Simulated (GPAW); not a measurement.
Fe:

```
Fe
1.0
    -1.44300    1.44300    1.44300
     1.44300   -1.44300    1.44300
     1.44300    1.44300   -1.44300
Fe
1
Direct
  0.00000 0.00000 0.00000
```

* Program: GPAW 26.7.0
* Task: relaxation of cell and atoms
* Functional: PBEsol
* Potentials or basis: PAW data sets generated in the run's folder for this functional
* Cutoff: 600 eV
* Basis: pw
* k mesh: 13 × 13 × 13
* Occupations: fermi-dirac, width 0.05 eV
* Spin: collinear spin, ferromagnetic start
* Starting moments: [3.0] μB

At the start: pressure -16.0 GPa; volume 12.02 Å³/atom.

Where does the relaxation end?

Over 5 steps the energy falls by 60.5 meV/atom and the volume is 10.94 Å³/atom (-9.0 %); space group Im-3m (No. 229, to 0.05 Å); moment 2.07 μB per cell.

The path:
| step | energy change (eV) | largest force (eV/Å) | pressure (GPa) | volume (Å³) |
| --- | --- | --- | --- | --- |
| 1 | 0.0000 | 0.0000 | -15.96 | 12.02 |
| 2 | -0.0475 | 0.0000 | -8.69 | 11.42 |
| 3 | -0.0592 | 0.0000 | 2.83 | 10.81 |
| 4 | -0.0605 | 0.0000 | -0.15 | 10.95 |
| 5 | -0.0605 | 0.0000 | 0.00 | 10.94 |

Final structure:
```
Fe
1.0
    -1.39848    1.39848    1.39848
     1.39848   -1.39848    1.39848
     1.39848    1.39848   -1.39848
Fe
1
Direct
  0.00000 0.00000 0.00000
```

Caveat: each step starts from the last one's moments, so a moment once lost doesn't come back; later steps reuse the first step's grids.
